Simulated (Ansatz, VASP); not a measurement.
BaS: VASP beside Ansatz

```xyz
2
Lattice="0.0000 3.1938 3.1938 3.1938 0.0000 3.1938 3.1938 3.1938 0.0000" Properties=species:S:1:pos:R:3 pbc="T T T"
Ba    0.0000    0.0000    0.0000
S     3.1938    3.1938    3.1938
```

Alike in both runs: task single point; functional PBE; k mesh 3 × 3 × 3; no spin polarisation.

|  | VASP | Ansatz |
| --- | --- | --- |
| version | VASP 6.6.1 | Ansatz 0.2.0 |
| potentials or method | VASP PAW PBE potentials, release 64 (Ba_sv, S) | plane waves, PAW |
| plane-wave cutoff (eV) | 520 | 420 |
| occupations | gaussian, width 0.01 eV | fixed |
| valence electrons in the cell | 16 | 16 |

|  | VASP | Ansatz | Ansatz less VASP |
| --- | --- | --- | --- |
| gap on the k mesh at the Fermi level (eV) | 2.40 | 2.49 | +0.095 |
| pressure (GPa) | 1.7 | 1.0 | -0.64 |

Caveats: the k mesh is coarse (spacing up to 0.57 Å⁻¹), so the values aren't converged; spin-orbit coupling is left out, which moves the levels of the heavy elements; an odd mesh through Γ misses points on the zone boundary, where band edges often lie. Expect the measured gap to be larger: semilocal functionals such as PBE lack the derivative discontinuity.
